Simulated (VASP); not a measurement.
Input of a VASP 6.6.1 run:

Contents of POSCAR:

```
Si
1.0
   -8.2028910000      8.2028910000      0.0000000000
   -8.2028910000      0.0000000000      8.2028910000
    0.0000000000      8.2028910000      8.2028910000
Si
54
Direct
    0.7500000000      0.7500000000      0.7500000000
    0.0833333300      0.7500000000      0.7500000000
    0.7500000000      0.0833333300      0.7500000000
    0.7500000000      0.7500000000      0.0833333300
    0.4166666700      0.7500000000      0.7500000000
    0.0833333300      0.0833333300      0.7500000000
    0.0833333300      0.7500000000      0.0833333300
    0.7500000000      0.4166666700      0.7500000000
    0.7500000000      0.0833333300      0.0833333300
    0.7500000000      0.7500000000      0.4166666700
    0.4166666700      0.0833333300      0.7500000000
    0.4166666700      0.7500000000      0.0833333300
    0.0833333300      0.4166666700      0.7500000000
    0.0833333300      0.0833333300      0.0833333300
    0.0833333300      0.7500000000      0.4166666700
    0.7500000000      0.4166666700      0.0833333300
    0.7500000000      0.0833333300      0.4166666700
    0.4166666700      0.4166666700      0.7500000000
    0.4166666700      0.0833333300      0.0833333300
    0.4166666700      0.7500000000      0.4166666700
    0.0833333300      0.4166666700      0.0833333300
    0.0833333300      0.0833333300      0.4166666700
    0.7500000000      0.4166666700      0.4166666700
    0.4166666700      0.4166666700      0.0833333300
    0.4166666700      0.0833333300      0.4166666700
    0.0833333300      0.4166666700      0.4166666700
    0.4166666700      0.4166666700      0.4166666700
    0.8333333300      0.8333333300      0.5000000000
    0.1666666700      0.8333333300      0.5000000000
    0.8333333300      0.1666666700      0.5000000000
    0.8333333300      0.8333333300      0.8333333300
    0.5000000000      0.8333333300      0.5000000000
    0.1666666700      0.1666666700      0.5000000000
    0.1666666700      0.8333333300      0.8333333300
    0.8333333300      0.5000000000      0.5000000000
    0.8333333300      0.1666666700      0.8333333300
    0.8333333300      0.8333333300      0.1666666700
    0.5000000000      0.1666666700      0.5000000000
    0.5000000000      0.8333333300      0.8333333300
    0.1666666700      0.5000000000      0.5000000000
    0.1666666700      0.1666666700      0.8333333300
    0.1666666700      0.8333333300      0.1666666700
    0.8333333300      0.5000000000      0.8333333300
    0.8333333300      0.1666666700      0.1666666700
    0.5000000000      0.5000000000      0.5000000000
    0.5000000000      0.1666666700      0.8333333300
    0.5000000000      0.8333333300      0.1666666700
    0.1666666700      0.5000000000      0.8333333300
    0.1666666700      0.1666666700      0.1666666700
    0.8333333300      0.5000000000      0.1666666700
    0.5000000000      0.5000000000      0.8333333300
    0.5000000000      0.1666666700      0.1666666700
    0.1666666700      0.5000000000      0.1666666700
    0.5000000000      0.5000000000      0.1666666700
```

The input INCAR.step1:

```
  PREC = Normal
  ENCUT = 400
  EDIFF = 1E-5
  ISMEAR = 0
  SIGMA = 0.01
  LREAL = Auto
  LASPH = T
  NELM = 80
  ALGO = Normal
  ISIF = 2
  LWAVE = T
  LCHARG = F
  ICORELEVEL = 1
  GGA = PE
  LUSENCCL = F
```

Contents of INCAR.step2:

```
  PREC = Normal
  ENCUT = 400
  EDIFF = 1E-6
  ISMEAR = 0
  SIGMA = 0.01
  LREAL = Auto
  LASPH = T
  NELM = 80
  ALGO = Normal
  ISIF = 2
  LWAVE = F
  LCHARG = F
  GGA = PE
  LHFCALC = T
  HFSCREEN = 0.2
  PRECFOCK = Fast
  ICORELEVEL = 1
  ISTART = 1
  LUSENCCL = F
```

The input KPOINTS:

```
Automatic mesh
0
Gamma
  1 1 1
```

Potentials or basis: VASP PAW PBE potentials, release 64 (Si).

Command:

```console
$ cat potpaw_PBE.64/Si/POTCAR > POTCAR
$ cp INCAR.step1 INCAR
$ mpirun -np 1 vasp_gam > vasp.out
$ cp INCAR.step2 INCAR
$ mpirun -np 1 vasp_gam > vasp.out
```

**Question.** Predict the pressure.

**Answer.** -0.1 GPa.

**Question.** Predict the band gap on the k mesh.

**Answer.** 1.47 eV.

Core levels (eV, on the scale of the bands):
| atom | levels |
| --- | --- |
| 1 Si | 1s -1774.2, 2s -128.1, 2p -84.1 |
| 2 Si | 1s -1774.2, 2s -128.1, 2p -84.1 |
| 3 Si | 1s -1774.2, 2s -128.1, 2p -84.1 |
| 4 Si | 1s -1774.2, 2s -128.1, 2p -84.1 |
| 5 Si | 1s -1774.2, 2s -128.1, 2p -84.1 |
| 6 Si | 1s -1774.2, 2s -128.1, 2p -84.1 |

Caveat: the k mesh is coarse (spacing up to 0.66 Å⁻¹), so the values aren't converged, least of all with exact exchange; the PAW data sets were made with another functional, which shifts forces and pressure a little; an odd mesh through Γ misses points on the zone boundary, where band edges often lie.
